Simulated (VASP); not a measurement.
A run of VASP 6.6.1 is set up as follows.

The input INCAR:

```
PREC = Accurate
ENCUT = 520
EDIFF = 1E-6
ISMEAR = 0
SIGMA = 0.1
LREAL = Auto
LASPH = True
NELM = 100
ALGO = Fast
ISIF = 2
LWAVE = False
LCHARG = True
GGA = PE
IVDW = 12
LELF = True
LVHAR = True
ISYM = 0
NBANDS = 94
```

File KPOINTS:

```
Automatic mesh
0
Gamma
  2 2 2
  0.5 0.5 0.5
```

The input POSCAR:

```
PbSe
1.0
    2.1548765900      6.1339473500     -4.4504935700
    2.1548765900      6.1339473500      4.4504935700
    8.6195063600      0.0000000000      0.0000000000
Pb Se
8 8
Direct
    0.4932392700      0.2432392700      0.3158803650
    0.9932392700      0.7432392700      0.3158803650
    0.4932392700      0.2432392700      0.8158803650
    0.9932392700      0.7432392700      0.8158803650
    0.0067607300      0.2567607300      0.1841196350
    0.5067607300      0.7567607300      0.1841196350
    0.0067607300      0.2567607300      0.6841196350
    0.5067607300      0.7567607300      0.6841196350
    0.2637100400      0.0137100400      0.4306449800
    0.7637100400      0.5137100400      0.4306449800
    0.2637100400      0.0137100400      0.9306449800
    0.7637100400      0.5137100400      0.9306449800
    0.2362899600      0.4862899600      0.0693550200
    0.7362899600      0.9862899600      0.0693550200
    0.2362899600      0.4862899600      0.5693550200
    0.7362899600      0.9862899600      0.5693550200
```

Potentials or basis: VASP PAW PBE potentials, release 64 (Pb_d, Se).

The run is started by

```bash
$ cat potpaw_PBE.64/Pb_d/POTCAR potpaw_PBE.64/Se/POTCAR > POTCAR
$ mpirun -np 1 vasp_std > vasp.out
```

What does it give for the pressure?

-0.9 GPa.

What does it give for the dispersion energy per atom?

-0.360 eV.

What does it give for the largest force?

0.181 eV/Å.

Stress tensor (GPa, compression positive):
```
-1.06 -0.04  0.00
-0.04 -0.49  0.00
 0.00  0.00 -1.16
```
